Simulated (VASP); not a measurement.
MnO: single point with LDA

Crystal: MnO.

```
Mn O
1.0
     2.96949    0.00000    0.00000
    -1.48474    2.57165    0.00000
     0.00000    0.00000    2.89807
Mn O
1 1
Direct
  0.00000 0.00000 0.00000
  0.66667 0.33333 0.50000
```

Measurements of this composition are mostly on another form, of space group No. 225.

```json
{"Program": "VASP 6.6.1", "Task": "single point", "Functional": "LDA", "Potentials or basis": "VASP PAW LDA potentials, release 64 (Mn_pv, O)", "Cutoff": "520 eV", "k mesh": "7 × 7 × 7", "Occupations": "gaussian, width 0.05 eV", "Spin": "non-collinear spin, random start, spin-orbit coupling", "Starting moments": "[[0.17, -1.364, -0.205], [0.0, 0.0, 0.0]] μB", "Further INCAR settings": "ALGO = Normal; EDIFF = 1e-06; NBANDS = 31"}
```

```json
{
  "Pressure": "-19.8 GPa",
  "Net moment": "4.43 μB per cell",
  "Valence electrons inside the program's atomic spheres": "Mn 11.38; O 4.91"
}
```

Stress tensor (GPa, compression positive):
```
-14.35   0.00   0.00
  0.00 -14.36   0.00
  0.00   0.00 -30.80
```

Moments on the atoms (μB; x, y, z):
```
Mn   0.49 -3.94 -0.59
O    0.02 -0.16 -0.02
```

Wall time 3.5 min on 1 thread of Intel(R) Xeon(R) 6975P-C (Granite Rapids), with other jobs on the host, peak memory 0.43 GiB.

Caveat: so large a pressure means that the cell lies far from this level's equilibrium, or that cutoff or potentials fall short; a cell with one magnetic atom can't hold antiferromagnetic order, which such compounds often take.
